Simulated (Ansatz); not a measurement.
# BaO: levels with and without spin–orbit coupling

```xyz
2
Lattice="0.0000 2.7500 2.7500 2.7500 0.0000 2.7500 2.7500 2.7500 0.0000" Properties=species:S:1:pos:R:3 pbc="T T T"
Ba    0.0000    0.0000    0.0000
O     2.7500    2.7500    2.7500
```

Atom numbers follow the list: Ba1, O2.

The conventional cell has a = 5.500 Å, b = 5.500 Å, c = 5.500 Å, α = 90.00°, β = 90.00°, γ = 90.00°. Around Ba (atom 1) lie 6 O at 2.75 Å. O (atom 2) is surrounded by 6 Ba at 2.75 Å.

The cell is COD entry 5910030, as deposited and not checked against the literature; nothing was relaxed. It differs from other determinations.

All numbers are computed: DFT, PBE, all-electron LAPW, scalar-relativistic (Ansatz 0.2.0); DFT, PBE, all-electron LAPW, Dirac equation with spin-orbit coupling (Ansatz 0.2.0).

Settings: a Γ-centred 8×8×8 k mesh, Fermi–Dirac smearing of 0.02 eV, basis error target 0.5 meV/atom, no spin polarisation.

Levels between -8 and 4 eV, each run counted from its own valence-band top. Scalar levels are listed once for both spins; with the coupling every spinor state is counted. Levels near the edges of the range can cross them.

(1) At Γ (0.000, 0.000, 0.000) the scalar-relativistic levels are -0.51 (×3), 3.69. What are they with spin–orbit coupling?

(2) At W (0.500, 0.250, 0.750) the scalar-relativistic levels are -1.44, -0.23 (×2). What are they with spin–orbit coupling?

(3) Without the coupling the gap is 1.97 eV, direct at X (0.5, 0, 0.5). And with it?

## Answers

(1) -0.63 (×2), -0.52 (×4), 3.65 (×2).

(2) -1.48 (×2), -0.38 (×2), -0.17 (×2).

(3) 1.93 eV, direct at X (0.5, 0, 0.5).
